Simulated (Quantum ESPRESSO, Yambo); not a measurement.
# A GW chain in Yambo: CaO (Lime), part 2 of 3

How does a plane-wave GW calculation on CaO (Lime) run from the first input to the gap?

Quantum ESPRESSO 7.5 and Yambo 5.3.0; PBE and many-body steps on it, plane waves. Known limits of the many-body steps: not at the basis limit.

So far. Step 2 (Ground state): The gap is indirect, with the least direct gap 0.37 eV higher. Step 3 (Bands along the symmetry lines): The gap is 3.662 eV, as in the run before at this level.

### 4. Empty states on the mesh, 8×8×8 mesh, 124 bands

Level of this step: DFT, PBE, plane waves, norm-conserving pseudopotentials (Quantum ESPRESSO).

The sums over transitions need many empty states on a uniform mesh; this step solves for them.

The input, pw.in:

```
&control
  calculation = 'nscf'
  prefix = 'x'
  outdir = 'o'
  pseudo_dir = 'pseudo'
/
&system
  ibrav = 0
  nat = 2
  ntyp = 2
  ecutwfc = 72.0
  nbnd = 124
  force_symmorphic = .true.
/
&electrons
  conv_thr = 1e-9
  electron_maxstep = 80
  diago_full_acc = .true.
  diago_thr_init = 5e-6
/
ATOMIC_SPECIES
  Ca 40.078 Ca.upf
  O 15.999 O.upf
CELL_PARAMETERS angstrom
  -0.0000000000 2.4065000000 2.4065000000
  2.4065000000 -0.0000000000 2.4065000000
  2.4065000000 2.4065000000 -0.0000000000
ATOMIC_POSITIONS crystal
  Ca 0.0000000000 0.0000000000 0.0000000000
  O 0.5000000000 0.5000000000 0.5000000000
K_POINTS automatic
  8 8 8 0 0 0
```

The run is started by

```sh
$ OMP_NUM_THREADS=1 mpirun -n 4 pw.x -nk 4 -in pw.in > pw.out
```

Log:

```text
[banner, memory and clock lines left out]
Program PWSCF v.7.5 starts

     Atomic positions and unit cell read from directory:
     o/x.save/

     Message from routine setup:
     using ibrav=0 with symmetry is DISCOURAGED, use correct ibrav instead

     G-vector sticks info

     bravais-lattice index     =            0
     lattice parameter (alat)  =       6.4313  a.u.
     unit-cell volume          =     188.0980 (a.u.)^3
     number of atoms/cell      =            2
     number of atomic types    =            2
     number of electrons       =        16.00
     number of Kohn-Sham states=          124
     kinetic-energy cutoff     =      72.0000  Ry
     charge density cutoff     =     288.0000  Ry
     Exchange-correlation= PBE
                           (   1   4   3   4   0   0   0)

     celldm(1)=   6.431314  celldm(2)=   0.000000  celldm(3)=   0.000000
     celldm(4)=   0.000000  celldm(5)=   0.000000  celldm(6)=   0.000000

     crystal axes: (cart. coord. in units of alat)
               a(1) = (  -0.000000   0.707107   0.707107 )
               a(2) = (   0.707107  -0.000000   0.707107 )
               a(3) = (   0.707107   0.707107  -0.000000 )

     reciprocal axes: (cart. coord. in units 2 pi/alat)
               b(1) = ( -0.707107  0.707107  0.707107 )
               b(2) = (  0.707107 -0.707107  0.707107 )
               b(3) = (  0.707107  0.707107 -0.707107 )
     Pseudo is Norm-conserving + core correction, Zval = 10.0
     Generated using ONCVPSP code by D. R. Hamann
     Using radial grid of 1766 points,  6 beta functions with:
     Pseudo is Norm-conserving + core correction, Zval =  6.0
     Generated using ONCVPSP code by D. R. Hamann
     Using radial grid of  936 points,  5 beta functions with:
     Ca               10.00    40.07800     Ca( 1.00)
     O                 6.00    15.99900     O ( 1.00)

     48 Sym. Ops., with inversion, found

   Cartesian axes

     site n.     atom                  positions (alat units)
         1        Ca     tau(   1) = (   0.0000000   0.0000000   0.0000000  )
         2        O      tau(   2) = (   0.7071068   0.7071068   0.7071068  )

     number of k points=    29
                       cart. coord. in units 2pi/alat
        k(    1) = (   0.0000000   0.0000000   0.0000000), wk =   0.0039062
        k(    2) = (   0.0883883   0.0883883  -0.0883883), wk =   0.0312500
        k(    3) = (   0.1767767   0.1767767  -0.1767767), wk =   0.0312500
[...]
[... 17 further rows ...]
        k(   28) = (  -0.7071068   0.1767767   0.0000000), wk =   0.0468750
        k(   29) = (  -0.7071068   0.3535534   0.0000000), wk =   0.0234375

     Dense  grid:    15593 G-vectors     FFT dimensions: (  36,  36,  36)

     The potential is recalculated from file :
     o/x.save/charge-density

     Starting wfcs are    9 randomized atomic wfcs +  115 random wfcs

     Band Structure Calculation

     End of band structure calculation

          k = 0.0000 0.0000 0.0000 (  1917 PWs)   bands (ev):

   -29.9285 -10.6889 -10.6889 -10.6889  -7.7192   7.7451   7.7451   7.7451
    12.4596  13.9727  13.9727  13.9727  15.4631  15.4631  22.7421  30.1084
    30.1084  30.1084  35.1146  35.1146  35.1146  35.6453  35.6453  35.6625
[...]
[... 4 further rows ...]
[...]
139.9874 142.3433 148.0749 148.0749

          k = 0.0884 0.0884-0.0884 (  1946 PWs)   bands (ev):

[...]
[... 4 further rows ...]
[...]
140.7878 141.4794 141.4794 143.1720

          k = 0.1768 0.1768-0.1768 (  1949 PWs)   bands (ev):

[...]
101.0371 102.8477 102.8477 104.5812 106.3422 106.8087 106.8087 108.0964
     [... 4 further rows ...]
   137.6580 139.4152 139.4152 139.9664 140.0984 140.0984 140.7589 141.4207
   142.0510 142.0510 143.2312 145.7614

          k = 0.2652 0.2652-0.2652 (  1925 PWs)   bands (ev):

     [... further k-points ...]

     highest occupied, lowest unoccupied level (ev):     7.7451   11.4076

     XML data file, pseudopotentials, collected wavefunctions
```

The job ended after 12 s (4 MPI ranks of Intel Xeon 6975P-C (Granite Rapids), shared host; peak memory 0.3 GiB).

Numbers from this step:

```yaml
gap: 3.662 eV
k_of_the_valence_top: 0, 0, 0
k_of_the_conduction_bottom: 0, -0.5, -0.5
least_direct_gap: 4.037 eV
k_points_computed: 29
lowest_point_of_the_top_converged_band_above_the_valence_top: 135.3671 eV
```

On this mesh the gap is 3.662 eV.

### 5. Conversion and set-up

This step: Yambo 5.3.0; conversion and set-up on PBE, plane waves, norm-conserving pseudopotentials.

The states are converted to the many-body program's format and the q mesh is built.

The run is started by

```sh
$ (cd o/x.save; p2y > p2y.log; mv SAVE ../..); yambo > setup.log
```

Log:

```text
 Yambo, version 5.3.0

 [02] CORE Variables Setup
 =========================

  [02.01] Unit cells
  ==================

  Cell kind             :  FCC
  Atoms in the cell     :  Ca  O
  number of Ca atoms    :  1
  number of O  atoms    :  1

  List of atomic masses
  Mass of Ca    :  40.07800
  Mass of O     :  15.99900

  List of atomic coordinates    : [cc]
  Ca1       :  0.000000  0.000000  0.000000  order 1
  O1       :  4.547626  4.547626  4.547626  order 2

  Alat factors          :  4.547626  4.547626  4.547626 [a.u.]
  Direct lattice volume :  188.0980 [a.u.]
  Direct lattice vectors:  A[ 1 ]  A[ 2 ]  A[ 3 ]
   A[ 1 ]: -0.000000  1.000000  1.000000  [iru]
  -0.000000  4.547626  4.547626  [cc]
   A[ 2 ]:  1.000000 -0.000000  1.000000  [iru]
   4.547626 -0.000000  4.547626  [cc]
   A[ 3 ]:  1.000000  1.000000 -0.000000  [iru]
   4.547626  4.547626 -0.000000  [cc]

  Recip. lattice volume :  1.318729 [a.u.]
  Recip. lattice vectors:  B[ 1 ]  B[ 2 ]  B[ 3 ]
   B[ 1 ]: -0.500000  0.500000  0.500000  [iku]
  -0.690820  0.690820  0.690820  [cc]
   B[ 2 ]:  0.500000 -0.500000  0.500000  [iku]
   0.690820 -0.690820  0.690820  [cc]
   B[ 3 ]:  0.500000  0.500000 -0.500000  [iku]
   0.690820  0.690820 -0.690820  [cc]

  [02.02] Symmetries
  ==================

  Inversion symmetry    : yes
  Spatial inversion     : yes
  Inversion index       :  25
  K-space Time-reversal : no
  Magnetic symmetries   : no
  Group table correct   : yes
  Symmetries units      :  [cc]

   [S  1]:   1.0000     -0.21289E-16 -0.21289E-16 -0.21289E-16   1.0000      0.21289E-16  0.21289E-16  0.21289E-16   1.0000
   [S  2]:  -1.0000      0.21289E-16 -0.21289E-16  0.21289E-16  -1.0000      0.21289E-16 -0.21289E-16 -0.21289E-16   1.0000
   [S  3]:  -1.0000     -0.21289E-16  0.21289E-16  0.21289E-16   1.0000     -0.21289E-16 -0.21289E-16  0.21289E-16  -1.0000
[...]
[... 36 further rows ...]
   [S 47]: -0.21289E-16   1.0000      0.21289E-16  0.21289E-16 -0.21289E-16  -1.0000       1.0000      0.21289E-16 -0.21289E-16
   [S 48]: -0.21289E-16  -1.0000     -0.21289E-16  0.21289E-16  0.21289E-16   1.0000       1.0000     -0.21289E-16  0.21289E-16

  [02.03] Reciprocal space
  ========================

  nG shells         :  204
  nG charge         :  15593
  nG WFs            :  2613
  nC WFs            :  1964
  G-vecs. in first 20 shells:  [ Number ]
     1    9   15   27   51   59   65   89  113
    137   169   181   229   259   283   307   331   339
    387   411
  ...
  Shell energy in first 20 shells:  [ mHa ]
    0.00000      715.849      954.466      1908.93      2624.78      2863.40      3817.86      4533.71      4772.33
    5726.79      6442.64      7635.72      8351.57      8590.19      9544.66      10260.5      10499.1      11453.6
    12169.4      12408.1
  ...

  [02.04] K-grid lattice
  ======================

  Compatible Grid is   : 3D
[...]
K [29]         [rlu]:  0.250000 -0.500000 -0.250000
         WF components:  1912

  [02.05] Energies & Occupations
  ==============================

  [X] === General ===
  [X] Electronic Temperature                        :  0.000000  0.000000 [eV K]
  [X] Bosonic    Temperature                        :  0.000000  0.000000 [eV K]
  [X] Finite Temperature mode                       : no
  [X] El. density                                   :  0.57403E+24 [cm-3]
  [X] Fermi Level                                   :  7.745084 [eV]

  [X] === Gaps and Widths ===
  [X] Conduction Band Min                           :  3.662475 [eV]
  [X] Valence Band Max                              :  0.000000 [eV]
  [X] Filled Bands                                  :   8
  [X] Empty Bands                                   :    9  124
  [X] Direct Gap                                    :  4.036914 [eV]
  [X] Direct Gap localized at k                     :  21
  [X] Indirect Gap                                  :  3.662475 [eV]
  [X] Indirect Gap between kpts                     :   1  21
  [X] Last valence band width                       :  1.179441 [eV]
  [X] 1st conduction band width                     :  3.369635 [eV]

  E @ K [ 1]:  [eV]
   -37.674      -18.434      -18.434      -18.434      -15.464     -0.24040E-09 -0.20955E-09   0.0000
    4.71454   6.22765   6.22765   6.22765   7.71797   7.71797  14.99701  22.36333
  occ @ K [ 1]
   2.000000  2.000000  2.000000  2.000000  2.000000  2.000000  2.000000  2.000000
[...]
E @ K [ 2]:  [eV]
[...]
occ @ K [ 2]
[...]
E @ K [ 3]:  [eV]
[...]
occ @ K [ 3]
[...]
E @ K [ 8]:  [eV]
[...]
occ @ K [ 8]
[...]
E @ K [ 9]:  [eV]
[...]
occ @ K [ 9]
[...]
E @ K [10]:  [eV]
[...]
occ @ K [10]
[...]
E @ K [11]:  [eV]
[...]
occ @ K [11]
[...]
E @ K [12]:  [eV]
[...]
occ @ K [12]
[...]
E @ K [13]:  [eV]
[...]
occ @ K [13]
[...]
E @ K [14]:  [eV]
[...]
occ @ K [14]
[...]
[... 14 further k-points ...]
  E @ K [29]:  [eV]
[...]
occ @ K [29]
   2.000000  2.000000  2.000000  2.000000  2.000000  2.000000  2.000000  2.000000
   0.000000  0.000000  0.000000  0.000000  0.000000  0.000000  0.000000  0.000000

 [03] Transferred momenta grid and indexing
 ==========================================

 IBZ Q-points                                      :  29
 BZ  Q-points                                      :   512

 K/Q-points units:
 rlu = crystal or reduced units; cc = cartesian coordinates; iku = interal k-units

 Q [ 1]         [rlu]:  0.000000  0.000000  0.000000
 Q [ 2]         [rlu]:  0.36619E-18  0.36619E-18  0.12500
 Q [ 3]         [rlu]:  0.69434E-17 -0.20812E-16  0.25000
[...]
Q [ 8]         [rlu]:  0.20821E-16  0.12500      0.37500
 Q [ 9]         [rlu]:  0.11143E-16  0.12500      0.50000
 Q [10]         [rlu]: -0.13887E-16  0.12500     -0.37500
     [... 17 further rows ...]
 Q [28]         [rlu]:  0.125000 -0.500000 -0.375000
 Q [29]         [rlu]:  0.250000 -0.500000 -0.250000

  [03.01] X indexes
  =================

   [03.01.01] Sigma indexes
   ========================

 [06] Game Over & Game summary
```

It took 2.9 s on 1 MPI rank; peak memory 0.24 GiB.

(Continued in part 3 of 3.)

[Paths, hosts, dates, memory and timing lines, banners, echoed tables and standing remarks are left out of the program output.]

[Logs are printed without paths, hosts, clocks, repeated set-up lines and the standing remarks that a program may print on its own settings, such as how far it seeks lower states.]

[Runs of the session that timed out or met a known fault of the program may be left out.]

[Hosts, paths, dates, database ids (printed as entryN), source tags and the programs' standing remarks are cut or masked in the printed files.]
